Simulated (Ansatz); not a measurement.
# TiN: the cost of one run

Method: DFT LDA+U (U_eff = 7 eV on Ti d), plane waves, PAW, in Ansatz 0.2.0.

1 further run of the same task is left out (it didn't finish). Runs told in other sessions of the task aren't counted.

## 1. The system as given

It takes space group Fm-3m (No. 225, cubic). Conventional cell: a = 4.490 Å, b = 4.490 Å, c = 4.490 Å, α = 90.00°, β = 90.00°, γ = 90.00°. Ti (site symmetry m-3m) has 6 N at 2.24 Å in its first shell of neighbours. N (site symmetry m-3m) is surrounded by 6 Ti at 2.24 Å.

Coordinates:

```
CELL_PARAMETERS angstrom
0.00000 2.24477 2.24477
2.24477 0.00000 2.24477
4.48954 4.48954 0.00000
ATOMIC_POSITIONS crystal
Ti 0.50000 0.50000 0.25000
N 0.00000 0.00000 0.00000
Ti 0.50000 0.50000 0.75000
N 0.00000 0.00000 0.50000
```

An earlier series on this cell reached its lowest free state from «antiferromagnetic start, free», perhaps among other starts.

## 2. Canted directions held, 150°

File input.yaml:

```yaml
crystal:
  lattice:
    - [0.0, 2.24476864, 2.24476864]
    - [2.24476864, 0.0, 2.24476864]
    - [4.48953728, 4.48953728, 0.0]
  atoms:
    - { symbol: Ti, position: [0.5, 0.5, 0.25], spin: 1.0, spin_axis: [0.0, 0.0, 1.0] }
    - { symbol: "N", position: [0.0, 0.0, 0.0] }
    - { symbol: Ti, position: [0.5, 0.5, 0.75], spin: 1.0, spin_axis: [0.5, 0.0, -0.866025] }
    - { symbol: "N", position: [0.0, 0.0, 0.5] }
basis:
  ecutwfc: 420
  ecutrho_ratio: 4
kpoints:
  mp_grid: { grid: [7, 7, 7] }
hamiltonian:
  xc: lda
  hubbard:
    sites:
      - { site: 0, l: d, u_eff: 7.0, starting_ns: [{ occupation_matrix: s0 }] }
      - { site: 2, l: d, u_eff: 7.0, starting_ns: [{ occupation_matrix: s2 }] }
    occupation_matrices:
      s0:
        spinor_matrix:
          - [[0.02, 0.0], [0.0, 0.0], [0.0, 0.0], [0.0, 0.0], [0.0, 0.0], [0.0, 0.0], [0.0, 0.0], [0.0, 0.0], [0.0, 0.0], [0.0, 0.0]]
          - [[0.0, 0.0], [0.33594, 0.0], [0.31648, 0.0], [0.0, 0.0], [0.31648, 0.0], [0.0, 0.0], [0.0, 0.0], [0.0, 0.0], [0.0, 0.0], [0.0, 0.0]]
          - [[0.0, 0.0], [0.31648, 0.0], [0.33703, 0.0], [0.0, 0.0], [0.31703, 0.0], [0.0, 0.0], [0.0, 0.0], [0.0, 0.0], [0.0, 0.0], [0.0, 0.0]]
          - [[0.0, 0.0], [0.0, 0.0], [0.0, 0.0], [0.02, 0.0], [0.0, 0.0], [0.0, 0.0], [0.0, 0.0], [0.0, 0.0], [0.0, 0.0], [0.0, 0.0]]
          - [[0.0, 0.0], [0.31648, 0.0], [0.31703, 0.0], [0.0, 0.0], [0.33703, 0.0], [0.0, 0.0], [0.0, 0.0], [0.0, 0.0], [0.0, 0.0], [0.0, 0.0]]
          - [[0.0, 0.0], [0.0, 0.0], [0.0, 0.0], [0.0, 0.0], [0.0, 0.0], [0.02, 0.0], [0.0, 0.0], [0.0, 0.0], [0.0, 0.0], [0.0, 0.0]]
          - [[0.0, 0.0], [0.0, 0.0], [0.0, 0.0], [0.0, 0.0], [0.0, 0.0], [0.0, 0.0], [0.02, 0.0], [0.0, 0.0], [0.0, 0.0], [0.0, 0.0]]
          - [[0.0, 0.0], [0.0, 0.0], [0.0, 0.0], [0.0, 0.0], [0.0, 0.0], [0.0, 0.0], [0.0, 0.0], [0.02, 0.0], [0.0, 0.0], [0.0, 0.0]]
          - [[0.0, 0.0], [0.0, 0.0], [0.0, 0.0], [0.0, 0.0], [0.0, 0.0], [0.0, 0.0], [0.0, 0.0], [0.0, 0.0], [0.02, 0.0], [0.0, 0.0]]
          - [[0.0, 0.0], [0.0, 0.0], [0.0, 0.0], [0.0, 0.0], [0.0, 0.0], [0.0, 0.0], [0.0, 0.0], [0.0, 0.0], [0.0, 0.0], [0.02, 0.0]]
      s2:
        spinor_matrix:
          - [[0.02, 0.0], [0.0, 0.0], [0.0, 0.0], [0.0, 0.0], [0.0, 0.0], [0.0, 0.0], [0.0, 0.0], [0.0, 0.0], [0.0, 0.0], [0.0, 0.0]]
          - [[0.0, 0.0], [0.04116, 0.0], [0.0212, 0.0], [0.0, 0.0], [0.0212, 0.0], [0.0, 0.0], [0.07898, 0.0], [0.07912, 0.0], [0.0, 0.0], [0.07912, 0.0]]
          - [[0.0, 0.0], [0.0212, 0.0], [0.04124, 0.0], [0.0, 0.0], [0.02124, 0.0], [0.0, 0.0], [0.07912, 0.0], [0.07926, 0.0], [0.0, 0.0], [0.07926, 0.0]]
          - [[0.0, 0.0], [0.0, 0.0], [0.0, 0.0], [0.02, 0.0], [0.0, 0.0], [0.0, 0.0], [0.0, 0.0], [0.0, 0.0], [0.0, 0.0], [0.0, 0.0]]
          - [[0.0, 0.0], [0.0212, 0.0], [0.02124, 0.0], [0.0, 0.0], [0.04124, 0.0], [0.0, 0.0], [0.07912, 0.0], [0.07926, 0.0], [0.0, 0.0], [0.07926, 0.0]]
          - [[0.0, 0.0], [0.0, 0.0], [0.0, 0.0], [0.0, 0.0], [0.0, 0.0], [0.02, 0.0], [0.0, 0.0], [0.0, 0.0], [0.0, 0.0], [0.0, 0.0]]
          - [[0.0, 0.0], [0.07898, 0.0], [0.07912, 0.0], [0.0, 0.0], [0.07912, 0.0], [0.0, 0.0], [0.31477, 0.0], [0.29528, 0.0], [0.0, 0.0], [0.29528, 0.0]]
          - [[0.0, 0.0], [0.07912, 0.0], [0.07926, 0.0], [0.0, 0.0], [0.07926, 0.0], [0.0, 0.0], [0.29528, 0.0], [0.31579, 0.0], [0.0, 0.0], [0.29579, 0.0]]
          - [[0.0, 0.0], [0.0, 0.0], [0.0, 0.0], [0.0, 0.0], [0.0, 0.0], [0.0, 0.0], [0.0, 0.0], [0.0, 0.0], [0.02, 0.0], [0.0, 0.0]]
          - [[0.0, 0.0], [0.07912, 0.0], [0.07926, 0.0], [0.0, 0.0], [0.07926, 0.0], [0.0, 0.0], [0.29528, 0.0], [0.29579, 0.0], [0.0, 0.0], [0.31579, 0.0]]
    ns_hold: { iters: 8 }
scf:
  occupations: { method: gaussian, width: 0.05 }
  lower_state_search: "off"
  max_iter: 150
output:
  forces: true
  stress: true
  eigenvalues: true
  populations: true
  hubbard: { sites: [{ site: 0, l: d }, { site: 2, l: d }] }
  write_density: true
  write_potential: true
  elf: true
  volumetric_format: npy
magnetization:
  noncollinear: true
  spin_orbit: false
  spin_locking: { lock_directions: true }
```

The typed matrices are held for 8 cycles. The lock stays on to the end, so the result is a constrained state unless its moments die out. Spins may be non-collinear here, without spin–orbit coupling.

Launch:

```sh
$ ansatz run input.yaml --threads 2 --pin off --max-ram 3072MiB --backend cpu --events-out ev --progress --plain --runs-dir out
```

**Question.** How long does this run take on 2 threads of Arm Neoverse N1, shared host, and how much memory does it need?

About 5.7 min, with a peak of 0.82 GiB.
